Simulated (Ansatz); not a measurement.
# Li2O: frozen-core PAW against all-electron methods

```xyz
3
Lattice="0.0000 2.3132 2.3132 2.3132 0.0000 2.3132 2.3132 2.3132 0.0000" Properties=species:S:1:pos:R:3 pbc="T T T"
O     0.0000    0.0000    0.0000
Li    1.1566    1.1566    1.1566
Li    3.4697    3.4697    3.4697
```

Atoms are numbered in the order listed.

The structure comes from a relaxation in the same program, started in the fluorite type, and has space group Fm-3m. Whether it is a known phase or the ground state wasn't checked.

Levels of theory: DFT, PBE, PAW with Ansatz's default frozen-core files, scalar-relativistic (Ansatz 0.2.0); DFT, PBE, all-electron PAW with datasets made for the crystal, scalar-relativistic (Ansatz 0.2.0); DFT, PBE, all-electron LAPW, scalar-relativistic (Ansatz 0.2.0).

For PAW: a Γ-centred 12×12×12 k mesh, Fermi–Dirac smearing of 0.03 eV, cutoff 420 eV, no spin polarisation. The crystal-made all-electron datasets (AE datasets) take a cutoff of 380 eV at this cell. LAPW targets a basis error of 1 meV/atom. The Ansatz runs share mesh, smearing and spin set-up. Plane-wave (PAW) pressures include the program's estimate of the Pulay term.

Stress and pressure are positive in compression.

Levels count from the top of the valence band.

```json
{"quantity": "pressure (GPa)", "PAW": "?", "AE datasets": "-0.10", "LAPW": "-0.10"}
{"quantity": "band gap (eV)", "PAW": "4.983", "AE datasets": "4.978", "LAPW": "4.978"}
{"quantity": "highest filled level at L (eV)", "PAW": "-0.442", "AE datasets": "-0.443", "LAPW": "-0.443"}
{"quantity": "lowest empty level at L (eV)", "PAW": "9.188", "AE datasets": "9.186", "LAPW": "9.186"}
{"quantity": "highest filled level at X (eV)", "PAW": "-1.373", "AE datasets": "-1.374", "LAPW": "-1.374"}
{"quantity": "lowest empty level at X (eV)", "PAW": "4.983", "AE datasets": "4.978", "LAPW": "4.978"}
{"quantity": "highest filled level at W (eV)", "PAW": "-1.482", "AE datasets": "-1.481", "LAPW": "-1.481"}
{"quantity": "lowest empty level at W (eV)", "PAW": "7.166", "AE datasets": "7.162", "LAPW": "7.162"}
```

Problem. Give the missing entry: row "pressure (GPa)", column "PAW".

Solution. -0.01.
